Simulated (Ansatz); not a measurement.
input.yaml for Sc (Ansatz 0.2.0)

```yaml
crystal:
  lattice:
    - [0.0, 2.3268462047, 2.3268462047]
    - [2.3268462047, 0.0, 2.3268462047]
    - [2.3268462047, 2.3268462047, 0.0]
  atoms:
    - { symbol: Sc, position: [0.0, 0.0, 0.0] }
basis:
  ecutwfc: 420
kpoints:
  mp_grid: { grid: [8, 8, 8] }
hamiltonian:
  xc: pbe
scf:
  occupations: { method: gaussian, width: 0.1 }
output:
  forces: true
  stress: true
  eigenvalues: true
relax:
  adjacent_minimum: "off"
  f_tol: 0.005
  max_steps: 5
  cell: { p_target: 5 }
```

Command:

```bash
ansatz run input.yaml --threads 1 --pin off --max-ram 1331MiB --backend cpu --events-out ev --progress --plain --runs-dir out
```

From the log (HF is the Harris–Foulkes energy, dr2 the density residual in eV):

```text
SCF iter   1: HF=-2135.761671 eV  Δρ=7.55e-4  dr2=3.62e-5
SCF iter   2: HF=-2135.761350 eV  Δρ=4.74e-4  dr2=1.61e-5
SCF iter   3: HF=-2135.761376 eV  Δρ=2.52e-4  dr2=1.93e-5
SCF iter   4: HF=-2135.761370 eV  Δρ=6.46e-5  dr2=1.24e-6
   ...
SCF 1 converged in 6 iterations: F = -2135.761370 eV  dr2 = 5.92e-11
relax step   1: F+E_penalty+E_count = -2135.76136977 eV  Δ(F+E_penalty+E_count) = +0.000e0 eV  max|allowed force component| = 0.000e0 eV/Å  Δτ_max = 0.0000 Å  P = -1.045 GPa  Ω = 25.196 Å³  (6 SCF iters, dr2 threshold 1.00e-7 eV, accepted)
Crystal: 1 atom, lattice volume = 22.072 Å³
Basis set: ecut = 420 eV, 411 PW (Γ), exchange–correlation on 48×48×48 points (8 copies of the dense FFT grid, shifted against one another)
Initial density: handed on by an earlier stage of this run
SCF 2 converged in 4 iterations: F = -2135.715506 eV  dr2 = 1.12e-8
relax step   2: F+E_penalty+E_count = -2135.71550556 eV  Δ(F+E_penalty+E_count) = +4.586e-2 eV  max|allowed force component| = 0.000e0 eV/Å  Δτ_max = 0.0000 Å  P = +6.455 GPa  Ω = 22.072 Å³  energy of the carried Pulay correction = +4.964e-4 eV  (4 SCF iters, dr2 threshold 1.00e-7 eV, accepted)
Crystal: 1 atom, lattice volume = 22.616 Å³
Basis set: ecut = 420 eV, 459 PW (Γ), exchange–correlation on 48×48×48 points (8 copies of the dense FFT grid, shifted against one another)
SCF 3 converged in 4 iterations: F = -2135.734515 eV  dr2 = 2.29e-10
relax step   3: F+E_penalty+E_count = -2135.73451540 eV  Δ(F+E_penalty+E_count) = -1.901e-2 eV  max|allowed force component| = 0.000e0 eV/Å  Δτ_max = 0.0000 Å  P = +4.834 GPa  Ω = 22.616 Å³  energy of the carried Pulay correction = +4.018e-4 eV  (4 SCF iters, dr2 threshold 1.00e-7 eV, accepted)
Crystal: 1 atom, lattice volume = 22.559 Å³
SCF 4 converged in 2 iterations: F = -2135.732775 eV  dr2 = 9.63e-9
relax step   4: F+E_penalty+E_count = -2135.73277521 eV  Δ(F+E_penalty+E_count) = +1.740e-3 eV  max|allowed force component| = 0.000e0 eV/Å  Δτ_max = 0.0000 Å  P = +4.996 GPa  Ω = 22.559 Å³  energy of the carried Pulay correction = +4.115e-4 eV  (2 SCF iters, dr2 threshold 6.93e-8 eV, accepted)
SCF iter   3: HF=-2135.732384 eV  Δρ=9.62e-6  dr2=1.60e-8
SCF iter   4: HF=-2135.732384 eV  Δρ=1.83e-6  dr2=1.85e-10
SCF iter   5: F=-2135.732384 eV  HF=-2135.732384 eV  Δρ=1.00e-7  dr2=8.77e-13
SCF 5 converged in 5 iterations: F = -2135.732384 eV  dr2 = 8.77e-13
relax step   5: F+E_penalty+E_count = -2135.73238358 eV  Δ(F+E_penalty+E_count) = +3.916e-4 eV  max|allowed force component| = 0.000e0 eV/Å  Δτ_max = 0.0000 Å  P = +4.990 GPa  Ω = 22.559 Å³  stress off target by 1.01e-2 GPa SCF on the basis re-selected at this cell (its energy is not comparable with the rows above) (5 SCF iters)
SCF converged after 5 iterations
Free energy (F): -2135.732384 eV
E sigma→0 (E₀):  -2135.727202 eV
Entropy (-TS):   -0.010362 eV (-10.362 meV/atom)
Fermi energy:    10.398836 eV
--- Forces (eV/Å), atoms counted from 1 ---
  atom   1  Sc    -0.00000000    -0.00000000     0.00000000
--- Stress (GPa, compression-positive) ---
        4.989901      -0.000000      -0.000000
       -0.000000       4.989901      -0.000000
       -0.000000      -0.000000       4.989901
  P = ⅓ Tr σ = 4.9899 GPa (49.899 kbar)
```

Settings here are deliberately varied, not converged.